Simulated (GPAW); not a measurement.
**SiC (P6_3mc): G0W0 with GPAW, start to end**

How does a plane-wave GW calculation on SiC (P6_3mc) run from the first input to the gap?

Method: PBE and many-body steps on it, plane waves, in GPAW 26.7.0.

**What was measured.**

- Gap 3.2 eV: experimental band gap quoted from earlier work; bulk crystal (quoted in “Local vibrational modes of Si vacancy spin qubits in SiC”, 2020, arxiv:2002.00067).

- Gap 3.26 eV: band gap at cryogenic temperature; bulk crystal (literature value) (quoted in “Silicon carbide diodes for neutron detection”, 2020, arxiv:2009.14696).

- Gap 3.285 eV: band gap at low temperature, quoted from earlier experiments; bulk crystal (quoted in “Excitation properties of the divacancy in 4H-SiC”, 2018, arxiv:1804.01167).

### 1. Set-up

It takes space group P6_3mc (No. 186, hexagonal). Conventional cell: a = 3.076 Å, b = 3.076 Å, c = 10.071 Å, α = 90.00°, β = 90.00°, γ = 120.00°. Nearest to Si lie 4 C at 1.88 to 1.89 Å. Nearest to C lie 4 Si at 1.88 to 1.89 Å. Nearest to C lie 4 Si at 1.88 to 1.89 Å. Farther neighbours are not listed.

The cell and positions are those that the Materials Project relaxed with its own functionals (PBE, PBE+U or r2SCAN), kept fixed.

### 2. Ground state

This step: GPAW 26.7.0; DFT, PBE, plane waves, PAW.

The ground-state density comes first.

run.py reads:

```python
import json
import numpy as np
from gpaw.mpi import world
from ase import Atoms
from gpaw import GPAW, PW, FermiDirac

atoms = Atoms(['Si', 'Si', 'Si', 'Si', 'C', 'C', 'C', 'C'],
    cell=[[3.0756941497, 0.0000000000, 0.0000000000],
      [-1.5378470748, 2.6636292679, 0.0000000000],
      [0.0000000000, 0.0000000000, 10.0706464800]],
    scaled_positions=[[0.6666666667, 0.3333333333, 0.9378419800],
      [0.3333333333, 0.6666666667, 0.4378419800],
      [0.0000000000, 0.0000000000, 0.6878943800],
      [0.0000000000, 0.0000000000, 0.1878943800],
      [0.6666666667, 0.3333333333, 0.7498025900],
      [0.3333333333, 0.6666666667, 0.2498025900],
      [0.0000000000, 0.0000000000, 0.5004600500],
      [0.0000000000, 0.0000000000, 0.0004600500]],
    pbc=(True, True, True))
calc = GPAW(mode=PW(600),
    xc='PBE',
    kpts={'size': (9, 9, 4), 'gamma': True},
    occupations=FermiDirac(0.001),
    nbands=-10,
    convergence={'density': 1e-6, 'bands': -3},
    maxiter=100,
    txt='gs.txt')
atoms.calc = calc
res = {'energy': atoms.get_potential_energy()}
kpts = calc.get_ibz_k_points()
res['kpts'] = kpts
res['eigenvalues'] = [calc.get_eigenvalues(kpt=k) for k in range(len(kpts))]
res['n_electrons'] = calc.get_number_of_electrons()
calc.write('gs.gpw')

if world.rank == 0:
    with open('result.json', 'w') as f:
        json.dump(res, f, default=lambda x: x.tolist())
```

Started as:

```console
mpirun -n 4 gpaw python run.py
```

The program printed:

```text
__  _  _
 | _ |_)|_||  |
 |__||  | ||/\| - 26.7.0

Input parameters:
  mode=PW(ecut=600.0),
  convergence={'density': 1e-06, 'bands': -3},
  kpts=MonkhorstPack(size=(9, 9, 4), gamma=True),
  maxiter=100,
  nbands=-10,
  occupations=Occupations(name='fermi-dirac', width=0.001, fixmagmom=False),
  xc=XC(name='PBE')
  [... matrices ...]
Diagonalizing LCAO Hamiltonian
Converting LCAO to pw mode

            Si

            C
       Si

         Si
       C

         C

       Si

       C

Atoms  # Å, Bohr magnetons
|   | symbol |         x |        y |        z |    initial magnetic moments |
| 0 |     Si |  1.537847 | 0.887876 | 9.444675 | ( 0.0000,  0.0000,  0.0000) |
| 1 |     Si | -0.000000 | 1.775753 | 4.409352 | ( 0.0000,  0.0000,  0.0000) |
| 2 |     Si |  0.000000 | 0.000000 | 6.927541 | ( 0.0000,  0.0000,  0.0000) |
| 3 |     Si |  0.000000 | 0.000000 | 1.892218 | ( 0.0000,  0.0000,  0.0000) |
| 4 |      C |  1.537847 | 0.887876 | 7.550997 | ( 0.0000,  0.0000,  0.0000) |
| 5 |      C | -0.000000 | 1.775753 | 2.515674 | ( 0.0000,  0.0000,  0.0000) |
| 6 |      C |  0.000000 | 0.000000 | 5.039956 | ( 0.0000,  0.0000,  0.0000) |
| 7 |      C |  0.000000 | 0.000000 | 0.004633 | ( 0.0000,  0.0000,  0.0000) |

Unit cell  # Å
| periodic |         x |        y |         z |   lengths |     angles |
|      yes |  3.075694 | 0.000000 |  0.000000 |  3.075694 |  90.000000 |
|      yes | -1.537847 | 2.663629 |  0.000000 |  3.075694 |  90.000000 |
|      yes |  0.000000 | 0.000000 | 10.070646 | 10.070646 | 120.000000 |

Number of symmetries: 6
Symmetry operations  # r_c * U_cc + t_c -> r_c
|   | kind |            matrix            |
| 0 |  σ   |  1, 1, 0,  0,-1, 0,  0, 0, 1 |
| 1 |  E   |  1, 0, 0,  0, 1, 0,  0, 0, 1 |
| 2 |  C3  |  0, 1, 0, -1,-1, 0,  0, 0, 1 |
| 3 |  σ   |  0,-1, 0, -1, 0, 0,  0, 0, 1 |
| 4 |  σ   | -1, 0, 0,  1, 1, 0,  0, 0, 1 |
| 5 |  C3  | -1,-1, 0,  1, 0, 0,  0, 0, 1 |

BZ-sampling:
  Number of BZ points: 324
  Number of IBZ points: 43

  Monkhorst-Pack size: [9, 9, 4]
  Monkhorst-Pack shift: [0.0, 0.0, 0.125]

K-points  # in reciprocal-cell coordinates
|     |                                coordinates |     weight |
|   0 | (  0.00000000,   0.00000000,   0.00000000) | 0.00308642 |
|   1 | (  0.00000000,   0.00000000,   0.25000000) | 0.00617284 |
|   2 | (  0.00000000,   0.00000000,   0.50000000) | 0.00308642 |
|   3 | (  0.11111111,   0.00000000,  -0.25000000) | 0.01851852 |
|   4 | (  0.11111111,   0.00000000,   0.00000000) | 0.01851852 |
|   5 | (  0.11111111,   0.00000000,   0.25000000) | 0.01851852 |
|   6 | (  0.11111111,   0.00000000,   0.50000000) | 0.01851852 |
|   7 | (  0.22222222,  -0.11111111,   0.00000000) | 0.01851852 |
|   8 | (  0.22222222,  -0.11111111,   0.25000000) | 0.03703704 |
|   9 | (  0.22222222,  -0.11111111,   0.50000000) | 0.01851852 |
| ... |                                            |            |
|  42 | (  0.44444444,   0.44444444,   0.50000000) | 0.01851852 |

Plane wave coefficients: 2790
Cutoff: 600.0 eV

Spin-components: 1 (collinear spins)
Bands:           26
Projectors:      40
Spin-degeneracy: 2
Datatype:        complex128

  Storage: CPU
  Wave functions: 49_460_320 bytes (12_365_080 per core)
  Projectors: 51_362_640 bytes (12_840_660 per core)
  [... matrices ...]
Parallelization:
  kpt:    4
  domain: 1
  band:   1

Density:
  Valence electrons: 32.0
  Components: 1
  Grid points: [18 18 60]
  Charge: 0.0  # |e|

Potential:
  Grid points: [18 18 60]

species:
  Si:
    name:    Silicon
    Z:       14.0
    valence: 4
    core:    10
    charge:  0.0  # [|e|]
    compensation charges:
      type: gauss
      rc: 0.33  # [Å]
      lmax: 2
    cutoffs:
      filter: 1.86  # [Å]
      core: 2.06  # [Å]
    projectors
    | kind |    occ | energy [eV] | rcut [Å] |
    |   3s |  2.000 |     -10.812 |    1.058 |
    |   3p |  2.000 |      -4.081 |    1.058 |
    |    s |        |      16.399 |    1.058 |
    |    p |        |      23.130 |    1.058 |
    |    d |        |       0.000 |    1.058 |

    Using partial waves for Si as LCAO basis

  C:
    name:    Carbon
    Z:       6.0
    valence: 4
    core:    2
    charge:  0.0  # [|e|]
    compensation charges:
      type: gauss
      rc: 0.20  # [Å]
      lmax: 2
    cutoffs:
      filter: 1.14  # [Å]
      core: 1.14  # [Å]
    projectors
    | kind |    occ | energy [eV] | rcut [Å] |
    |   2s |  2.000 |     -13.751 |    0.635 |
    |   2p |  2.000 |      -5.284 |    0.635 |
    |    s |        |      13.461 |    0.635 |
    |    p |        |      21.927 |    0.635 |
    |    d |        |       0.000 |    0.635 |

    Using partial waves for C as LCAO basis

Reference energy: -35655.889463  # eV

eigensolver:
  PPCG
  Converge bands: -3
  niter=2

density mixing:
  MSR1-Mixer
  Pratt-step length: 0.05
  Maximum mixing coefficient: 0.75
  Old densities: 10
  SVD Regularization: 0.005
  Good broyden scale: 1.0
  Trust region scale: 1.0
  Backstep threshold: 4.0
  History deletion threshold: 6.0
  Fourier metric: weight=20.0, sigma=0.015

occupation numbers:
  Fermi-Dirac:
    width: 0.0010  # eV

poisson solver:
  ecut: 4800.0  # eV

xc functional:
  name: PBE with 2 nearest neighbor stencil

Initialization done in: 3.734 s

convergence criteria:
- Maximum integral of absolute [dens]ity change: 1e-06 electrons / valence electron
- Maximum [total energy] change in last 3 cyles: 0.0005 eV / valence electron
- Maximum integral of absolute [eigenst]ate change: 4e-08 eV^2 / valence electron
maximum number of iterations: 100

SCF iterations
|iter     |     time |      energy | eigst |  dens |
|iter:   1|  |  -66.372794 | +0.73 |       |
|iter:   2|  |  -64.876545 | -0.35 | -0.56 |
|iter:   3|  |  -59.843813 | -0.25 | -0.61 |
|iter:   4|  |  -59.869426 | -1.74 | -1.32 |
|iter:   5|  |  -59.882573 | -2.47 | -1.68 |
|iter:   6|  |  -59.882847c| -2.90 | -2.64 |
|iter:   7|  |  -59.882817c| -3.55 | -3.05 |
|iter:   8|  |  -59.882819c| -4.20 | -3.64 |
|iter:   9|  |  -59.882819c| -4.67 | -4.26 |
|iter:  10|  |  -59.882819c| -5.09 | -4.65 |
|iter:  11|  |  -59.882819c| -5.59 | -5.52 |
|iter:  12|  |  -59.882819c| -5.89 | -5.99 |
|iter:  13|  |  -59.882819c| -6.28 | -6.63c|
|iter:  14|  |  -59.882819c| -6.48 | -7.35c|
|iter:  15|  |  -59.882819c| -7.03 | -7.66c|
|iter:  16|  |  -59.882819c| -7.52c| -8.19c|

Converged in 16 steps
SCF loop duration: 19.104 s (1.194 s/step)
Energy contributions relative to reference atoms: (reference = -35655.889463)
  [... matrices ...]
Energy contributions:
  Kinetic:          66.156269
  Coulomb:         -55.554642
  Zero:             -0.073551
  External:          0.000000
  Xc:              -70.410894
  Entropy:          -0.000000
  Spinorbit:         0.000000
  ----------------------------
  Free energy:     -59.882819
  Extrapolated:    -59.882819

dipole moment: (-12.723824, -22.038310, -11.668170)  # |e|*Ang

Fermi level: 9.826
Eigenvalues  # (at kpt = [0.000, 0.000, 0.000])
| band index |      eig [eV] | occ [0-2] |
|          0 |        -7.163 |     2.000 |
|        ... |               |           |
|          8 |         7.164 |     2.000 |
|          9 |         7.626 |     2.000 |
|         10 |         7.626 |     2.000 |
|         11 |         7.769 |     2.000 |
|         12 |         7.769 |     2.000 |
|         13 |         8.301 |     2.000 |
|         14 |         8.354 |     2.000 |
|         15 |         8.354 |     2.000 |
|         16 |        13.470 |     0.000 |
[...]
|         20 |        15.337 |     0.000 |
|         21 |        15.337 |     0.000 |
|         22 |        15.357 |     0.000 |
|         23 |        15.357 |     0.000 |
|        ... |               |           |
|         25 |        17.319 |     0.000 |

Gap: 2.333 eV
Transition (v -> c):
  (s=0, k=0, n=15, [0.00, 0.00, 0.00]) -> (s=0, k=33, n=16, [0.44, 0.00, 0.00])
Direct/indirect transitions are different
Direct gap: 3.425 eV
Transition at: (s=0, k=33, n=15, [0.44, 0.00, 0.00])
# Writing to gs.gpw (mode='')
  [... matrices ...]
```

Elapsed: 25 s, on 4 MPI ranks of Intel Xeon Platinum 8375C at 2.90GHz (Ice Lake), shared host; peak memory 0.84 GiB.

This step gave:

| Quantity | Value |
| --- | --- |
| total energy | -59.8828 eV |
| gap | 2.333 eV |
| k of the valence top | 0, 0, 0 |
| k of the conduction bottom | 0.4444, 0, 0 |
| least direct gap | 3.425 eV |

The gap is indirect, with the least direct gap 1.09 eV higher.

### 3. Bands along the symmetry lines

Levels along a band path, at the cheap level, show where the edges lie and whether the meshes to come will hold them.

run.py reads:

```python
import json
import numpy as np
from gpaw.mpi import world
from gpaw import GPAW

path = [[0.000000, 0.000000, 0.000000],
    [0.062500, 0.000000, 0.000000],
    [0.125000, 0.000000, 0.000000],
    [0.187500, 0.000000, 0.000000],
    [0.250000, 0.000000, 0.000000],
    [0.312500, 0.000000, 0.000000],
    [0.375000, 0.000000, 0.000000],
    [0.437500, 0.000000, 0.000000],
    [0.500000, 0.000000, 0.000000],
    [0.479167, 0.041667, 0.000000],
    [0.458333, 0.083333, 0.000000],
    [0.437500, 0.125000, 0.000000],
    [0.416667, 0.166667, 0.000000],
    [0.395833, 0.208333, 0.000000],
    [0.375000, 0.250000, 0.000000],
    [0.354167, 0.291667, 0.000000],
    [0.333333, 0.333333, 0.000000],
    [0.291667, 0.291667, 0.000000],
    [0.250000, 0.250000, 0.000000],
    [0.208333, 0.208333, 0.000000],
    [0.166667, 0.166667, 0.000000],
    [0.125000, 0.125000, 0.000000],
    [0.083333, 0.083333, 0.000000],
    [0.041667, 0.041667, 0.000000],
    [0.000000, 0.000000, 0.000000],
    [0.000000, 0.000000, 0.062500],
    [0.000000, 0.000000, 0.125000],
    [0.000000, 0.000000, 0.187500],
    [0.000000, 0.000000, 0.250000],
    [0.000000, 0.000000, 0.312500],
    [0.000000, 0.000000, 0.375000],
    [0.000000, 0.000000, 0.437500],
    [0.000000, 0.000000, 0.500000],
    [0.062500, 0.000000, 0.500000],
    [0.125000, 0.000000, 0.500000],
    [0.187500, 0.000000, 0.500000],
    [0.250000, 0.000000, 0.500000],
    [0.312500, 0.000000, 0.500000],
    [0.375000, 0.000000, 0.500000],
    [0.437500, 0.000000, 0.500000],
    [0.500000, 0.000000, 0.500000],
    [0.479167, 0.041667, 0.500000],
    [0.458333, 0.083333, 0.500000],
    [0.437500, 0.125000, 0.500000],
    [0.416667, 0.166667, 0.500000],
    [0.395833, 0.208333, 0.500000],
    [0.375000, 0.250000, 0.500000],
    [0.354167, 0.291667, 0.500000],
    [0.333333, 0.333333, 0.500000],
    [0.291667, 0.291667, 0.500000],
    [0.250000, 0.250000, 0.500000],
    [0.208333, 0.208333, 0.500000],
    [0.166667, 0.166667, 0.500000],
    [0.125000, 0.125000, 0.500000],
    [0.083333, 0.083333, 0.500000],
    [0.041667, 0.041667, 0.500000],
    [0.000000, 0.000000, 0.500000],
    [0.500000, 0.000000, 0.500000],
    [0.500000, 0.000000, 0.437500],
    [0.500000, 0.000000, 0.375000],
    [0.500000, 0.000000, 0.312500],
    [0.500000, 0.000000, 0.250000],
    [0.500000, 0.000000, 0.187500],
    [0.500000, 0.000000, 0.125000],
    [0.500000, 0.000000, 0.062500],
    [0.500000, 0.000000, 0.000000],
    [0.333333, 0.333333, 0.500000],
    [0.333333, 0.333333, 0.437500],
    [0.333333, 0.333333, 0.375000],
    [0.333333, 0.333333, 0.312500],
    [0.333333, 0.333333, 0.250000],
    [0.333333, 0.333333, 0.187500],
    [0.333333, 0.333333, 0.125000],
    [0.333333, 0.333333, 0.062500],
    [0.333333, 0.333333, 0.000000]]
calc = GPAW('gs.gpw').fixed_density(kpts=path,
    symmetry='off',
    nbands=26,
    convergence={'bands': 22},
    txt='bands.txt')
res = {}
kpts = calc.get_ibz_k_points()
res['kpts'] = kpts
res['eigenvalues'] = [calc.get_eigenvalues(kpt=k) for k in range(len(kpts))]
res['n_electrons'] = calc.get_number_of_electrons()

if world.rank == 0:
    with open('result.json', 'w') as f:
        json.dump(res, f, default=lambda x: x.tolist())
```

Started as:

```console
mpirun -n 4 gpaw python run.py
```

The program printed:

```text
Diagonalizing LCAO Hamiltonian
Converting LCAO to pw mode
convergence criteria:
- Maximum integral of absolute [eigenst]ate change: 4e-08 eV^2 / valence electron
maximum number of iterations: 100

SCF iterations
|iter     |     time |      energy | eigst |  dens |
|iter:   1|  |             | +0.80 |       |
|iter:   2|  |             | -0.51 |       |
|iter:   3|  |             | -1.43 |       |
[...]
|iter:  20|  |             | -7.18 |       |
|iter:  21|  |             | -7.38 |       |
|iter:  22|  |             | -7.56c|       |
SCF steps: 22
  __  _  _
 | _ |_)|_||  |
 |__||  | ||/\| - 26.7.0

Input parameters:
  mode=PW(ecut=600.0),
  convergence={'bands': 22},
  gpts=array([18, 18, 60]),
  kpts=KPoints(kpts=array([[0.      , 0.      , 0.      ],
         [0.0625  , 0.      , 0.      ],
         [0.125   , 0.      , 0.      ],
         [0.1875  , 0.      , 0.      ],
[...]
[0.479167, 0.041667, 0.      ],
         [0.458333, 0.083333, 0.      ],
[...]
[0.416667, 0.166667, 0.      ],
[...]
[0.5     , 0.      , 0.0625  ],
         [0.5     , 0.      , 0.      ],
[...]
[0.333333, 0.333333, 0.125   ],
         [0.333333, 0.333333, 0.0625  ],
         [0.333333, 0.333333, 0.      ]])),
  maxiter=100,
  nbands=26,
  occupations=Occupations(name='fermi-dirac', width=0.001, fixmagmom=False),
  parallel={},
  symmetry=Symmetry(point_group=False, time_reversal=False),
  xc=XC(name='PBE')
  [... matrices ...]
timing:  # [seconds]
  Total: 0.037  # ━━━━━━━━━━━━━━━━━━━━━━━━━━━━━━━━━━━━━━━━━━━━━━━━━━━━━━━━━━━
```

It took 48 s on 4 MPI ranks; peak memory 0.96 GiB; 3.2 min of CPU time.

Numbers from this step:

- gap: 2.219 eV
- k of the valence top: 0, 0, 0
- k of the conduction bottom: 0.5, 0, 0
- least direct gap: 3.344 eV

The gap is 2.219 eV, −0.114 eV from the run before at this level.

Electronic bands along the path, in eV, zero at the top of the highest filled band:

| point | band 13 | band 14 | band 15 | band 16 | band 17 | band 18 | band 19 | band 20 |
| --- | --- | --- | --- | --- | --- | --- | --- | --- |
| Γ | -0.58 | -0.05 | 0.00 | 0.00 | 5.12 | 5.70 | 6.34 | 6.35 |
| halfway | -1.67 | -1.63 | -0.84 | -0.55 | 3.79 | 4.30 | 5.08 | 6.13 |
| M | -2.37 | -2.23 | -1.58 | -1.12 | 2.22 | 2.35 | 4.23 | 4.75 |
| halfway | -3.21 | -2.57 | -1.93 | -1.85 | 3.14 | 3.98 | 4.72 | 6.09 |
| K | -4.00 | -2.88 | -2.88 | -1.67 | 3.97 | 3.97 | 5.19 | 5.59 |
| halfway | -2.51 | -2.08 | -1.56 | -0.93 | 4.70 | 4.92 | 5.29 | 6.34 |
| Γ | -0.58 | -0.05 | 0.00 | 0.00 | 5.12 | 5.70 | 6.34 | 6.35 |
| halfway | -0.41 | -0.41 | -0.06 | -0.06 | 5.17 | 5.55 | 6.53 | 6.61 |
| A | -0.21 | -0.21 | -0.21 | -0.21 | 5.33 | 5.33 | 6.80 | 6.80 |
| halfway | -1.28 | -1.28 | -0.92 | -0.92 | 3.96 | 3.96 | 5.57 | 5.57 |
| L | -2.51 | -2.51 | -1.56 | -1.56 | 2.64 | 2.64 | 4.21 | 4.21 |
| halfway | -3.23 | -3.23 | -2.05 | -2.05 | 3.52 | 3.52 | 5.50 | 5.50 |
| H | -2.76 | -2.76 | -2.46 | -2.46 | 3.23 | 3.23 | 6.69 | 6.69 |
| halfway | -2.15 | -2.15 | -1.04 | -1.04 | 4.95 | 4.95 | 5.53 | 5.53 |
| A | -0.21 | -0.21 | -0.21 | -0.21 | 5.33 | 5.33 | 6.80 | 6.80 |
| jump to L | -2.51 | -2.51 | -1.56 | -1.56 | 2.64 | 2.64 | 4.21 | 4.21 |
| halfway | -2.49 | -1.97 | -1.89 | -1.24 | 2.46 | 2.46 | 4.02 | 4.78 |
| M | -2.37 | -2.23 | -1.58 | -1.12 | 2.22 | 2.35 | 4.23 | 4.75 |
| jump to H | -2.76 | -2.76 | -2.46 | -2.46 | 3.23 | 3.23 | 6.69 | 6.69 |
| halfway | -3.58 | -2.65 | -2.65 | -2.00 | 3.54 | 3.54 | 5.62 | 6.19 |
| K | -4.00 | -2.88 | -2.88 | -1.67 | 3.97 | 3.97 | 5.19 | 5.59 |

### 4. Empty states on the mesh, 3×3×2 mesh, 108 bands

The sums over transitions need many empty states on a uniform mesh; this step solves for them.

run.py reads:

```python
import json
import numpy as np
from gpaw.mpi import world
from gpaw import GPAW

calc = GPAW('gs.gpw').fixed_density(kpts={'size': (3, 3, 2), 'gamma': True},
    nbands=126,
    convergence={'bands': 108},
    txt='nscf.txt')
calc.write('full.gpw', mode='all')
res = {}
kpts = calc.get_ibz_k_points()
res['kpts'] = kpts
res['eigenvalues'] = [calc.get_eigenvalues(kpt=k) for k in range(len(kpts))]
res['n_electrons'] = calc.get_number_of_electrons()

if world.rank == 0:
    with open('result.json', 'w') as f:
        json.dump(res, f, default=lambda x: x.tolist())
```

Started as:

```console
mpirun -n 4 gpaw python run.py
```

The program printed:

```text
Diagonalizing LCAO Hamiltonian
Converting LCAO to pw mode
convergence criteria:
- Maximum integral of absolute [eigenst]ate change: 4e-08 eV^2 / valence electron
maximum number of iterations: 100

SCF iterations
|iter     |     time |      energy | eigst |  dens |
|iter:   1|  |             | +4.05 |       |
|iter:   2|  |             | +2.89 |       |
|iter:   3|  |             | +1.80 |       |
[...]
|iter:  13|  |             | -6.56 |       |
|iter:  14|  |             | -7.30 |       |
|iter:  15|  |             | -7.55c|       |
SCF steps: 15
  __  _  _
 | _ |_)|_||  |
 |__||  | ||/\| - 26.7.0

Input parameters:
  mode=PW(ecut=600.0),
  convergence={'bands': 108},
  gpts=array([18, 18, 60]),
  kpts=MonkhorstPack(size=(3, 3, 2), gamma=True),
  maxiter=100,
  nbands=126,
  occupations=Occupations(name='fermi-dirac', width=0.001, fixmagmom=False),
  parallel={},
  xc=XC(name='PBE')
# Writing to full.gpw (mode='all')
  [... matrices ...]

timing:  # [seconds]
  Total: 0.090  # ━━━━━━━━━━━━━━━━━━━━━━━━━━━━━━━━━━━━━━━━━━━━━━━━━━━━━━━━━━━
```

Run time: 22 s. Hardware: 4 MPI ranks; peak memory 0.8 GiB; 86 s of CPU time.

This step gave:

```
gap                                                           : 3.003 eV
k of the valence top                                          : 0, 0, 0
k of the conduction bottom                                    : 0.3333, 0, 0
least direct gap                                              : 3.848 eV
k points computed                                             : 6
lowest point of the top converged band, above the valence top : 48.82 eV
```

On this mesh the gap is 3.003 eV. The earlier step found 2.333 eV, so this mesh misses an edge.

[end of part 1 of 2]

[Paths, hosts, dates, memory and timing lines, banners, echoed tables and standing remarks are left out of the program output.]

[Logs are printed without paths, hosts, clocks, repeated set-up lines and the standing remarks that a program may print on its own settings, such as how far it seeks lower states.]

[Runs of the session that timed out or met a known fault of the program may be left out.]

[Hosts, paths, dates, database ids (printed as entryN), source tags and the programs' standing remarks are cut or masked in the printed files.]
